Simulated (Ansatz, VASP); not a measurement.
# W3C in VASP and in Ansatz

INCAR

```
ALGO = Fast
EDIFF = 1E-7
ENCUT = 520
GGA = PE
ISIF = 2
ISMEAR = 0
LASPH = T
LCHARG = F
LREAL = F
LWAVE = F
NBANDS = 56
NELM = 100
PREC = Accurate
SIGMA = 0.1
```

KPOINTS

```
k-points
0
Gamma
  4 4 4
```

File POSCAR:

```
W3C
1.0
    2.9603775499     -4.4249371317      0.0000000000
    2.9603775499      4.4249371317      0.0000000000
    0.0000000000      0.0000000000      3.9969056319
W C
6 2
Direct
    0.1751000000      0.8249000000      0.2500000000
    0.8249000000      0.1751000000      0.7500000000
    0.1179000000      0.3079000000      0.2500000000
    0.8821000000      0.6921000000      0.7500000000
    0.3079000000      0.1179000000      0.7500000000
    0.6921000000      0.8821000000      0.2500000000
    0.6321000000      0.3679000000      0.2500000000
    0.3679000000      0.6321000000      0.7500000000
```

Input for Ansatz:

```yaml
crystal:
  lattice:
    - [2.9603775499, -4.4249371317, 0.0]
    - [2.9603775499, 4.4249371317, 0.0]
    - [0.0, 0.0, 3.9969056319]
  atoms:
    - { symbol: W, position: [0.1751, 0.8249, 0.25] }
    - { symbol: W, position: [0.8249, 0.1751, 0.75] }
    - { symbol: W, position: [0.1179, 0.3079, 0.25] }
    - { symbol: W, position: [0.8821, 0.6921, 0.75] }
    - { symbol: W, position: [0.3079, 0.1179, 0.75] }
    - { symbol: W, position: [0.6921, 0.8821, 0.25] }
    - { symbol: C, position: [0.6321, 0.3679, 0.25] }
    - { symbol: C, position: [0.3679, 0.6321, 0.75] }
basis:
  ecutwfc: 420
kpoints:
  mp_grid: { grid: [4, 4, 4] }
hamiltonian:
  xc: pbe
scf:
  occupations: { method: gaussian, width: 0.1 }
  lower_state_search: "off"
output:
  forces: true
  stress: true
  eigenvalues: true
```

Alike in both runs: task single point; functional PBE; k mesh 4 × 4 × 4; occupations gaussian, width 0.1 eV; no spin polarisation.

```csv
,VASP,Ansatz
version,VASP 6.6.1,Ansatz 0.2.0
potentials or method,"VASP PAW PBE potentials, release 64 (W_sv, C)","scalar-relativistic, plane waves, PAW"
plane-wave cutoff (eV),520,420
valence electrons in the cell,92,92
```

VASP gave:

| Property | Result |
| --- | --- |
| gap on the k mesh at the Fermi level (eV) | none |
| rms of the force components (eV/Å) | 2.240 |

Task: What did Ansatz give for the same quantities?

Result: gap on the k mesh at the Fermi level (eV): none; rms of the force components (eV/Å): 2.191.

Atom by atom the forces differ by 0.050 eV/Å (rms over components). A gap of «none» marks a metal or a gap that the smearing closes. With one functional, cell and mesh, what is left measures potentials, basis and numerics.

Caveats: the k mesh is coarse (spacing up to 0.39 Å⁻¹), so the values aren't converged; forces of over 1 eV/Å show positions far from the minimum, so gaps and moduli don't describe the material at rest. Spin-orbit coupling is left out, which matters for the levels of W.
